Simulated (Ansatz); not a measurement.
Start from BN in the zinc blende structure (space group F-43m, No. 216; a = 3.606 Å).

Perturbation: every N is replaced by Bi, then cell and atoms are relaxed.

Levels (all Ansatz, a program for electronic structure, PAW): PBEsol (420 eV, no spin-orbit coupling); r2SCAN (500 eV, without spin-orbit coupling); HSE06 (420 eV, without spin-orbit coupling).

At the geometry relaxed with PBEsol, these levels gave the following band gaps, in shuffled order: (a) 1.01 eV, (b) 0.54 eV, (c) 0.45 eV.

Q: Match each gap to its level.

A: (a) HSE06; (b) r2SCAN; (c) PBEsol.

Single points use the geometry relaxed with PBEsol. Spin-orbit coupling, missing from the scalar runs, can matter with Bi. Stability against distortions was not tested. As relaxed here, BiB is a hypothetical phase, not in the database extracts checked.
